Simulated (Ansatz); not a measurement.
**Si: pressure against volume**

One table from this session's results is given with a row withheld; the runs are named, their logs left out.

Method: DFT PBE, scalar-relativistic, in Ansatz 0.2.0.

1 further run of the same task is left out (set aside as unsound or not needed).

## The structure to begin with

The structure is cubic, space group Fd-3m (No. 227). Conventional cell: a = 5.470 Å, b = 5.470 Å, c = 5.470 Å, α = 90.00°, β = 90.00°, γ = 90.00°. Around Si (site symmetry -43m) lie 4 Si at 2.37 Å.

As a file:

```
Si
1.0
     0.00000    2.73492    2.73492
     2.73492    0.00000    2.73492
     2.73492    2.73492    0.00000
Si
2
Direct
  0.00000 0.00000 0.00000
  0.25000 0.25000 0.25000
```

The structure (diamond type) was typed from a prototype and relaxed by PAW; whether it is the ground state wasn't tested.

Atoms are numbered in the order of the input: Si1, Si2.

Set-up of the first run:

Contents of input.yaml:

```yaml
crystal:
  lattice:
    - [0.0, 2.6885525007, 2.6885525007]
    - [2.6885525007, 0.0, 2.6885525007]
    - [2.6885525007, 2.6885525007, 0.0]
  atoms:
    - { symbol: Si, position: [0.0, 0.0, 0.0] }
    - { symbol: Si, position: [0.25, 0.25, 0.25] }
kpoints:
  mp_grid: { grid: [13, 13, 13] }
scf:
  occupations: { method: fermi_dirac, width: 0.05 }
hamiltonian:
  xc: pbe
  pseudopotentials: { kind: all_electron, lapw: { basis_error: 0.00025 } }
output:
  forces: true
  stress: true
  eigenvalues: true
```

Among the steps run: Volume × 0.95, LAPW; Volume × 0.95, PAW; Volume × 0.95, crystal datasets; Volume × 0.975, LAPW; Volume × 0.975, PAW; Volume × 1.025, LAPW; Volume × 1.025, PAW; Volume × 1.05, LAPW; Volume × 1.05, PAW; Volume × 1.05, crystal datasets.

One of the session's tables, all rows but one given; the rest of the session is left out.

It belongs to the step «Fits». 

| method | volume (Å³/atom) | gap on the k mesh (eV) |
| --- | --- | --- |
| LAPW | 19.434 | 0.55 |
| LAPW | 19.945 | 0.59 |
| LAPW | 20.457 | 0.64 |
| LAPW | 20.968 | 0.67 |
| LAPW | 21.479 | 0.71 |
| PAW | 19.434 | 0.55 |
| PAW | 19.945 | 0.59 |
| PAW | 20.457 | ? |
| PAW | 20.968 | 0.67 |
| PAW | 21.479 | 0.71 |
| crystal datasets | 19.434 | 0.55 |
| crystal datasets | 20.457 | 0.64 |
| crystal datasets | 21.479 | 0.71 |

Q: Estimate the row for PAW, 20.457 from the others.

As computed: gap on the k mesh (eV): 0.63. In the column «gap on the k mesh (eV)» it lies between PAW, 19.945 (0.59) and LAPW, 20.457 (0.64).

To keep in mind: Warnings in the runs' records: crystal datasets made.
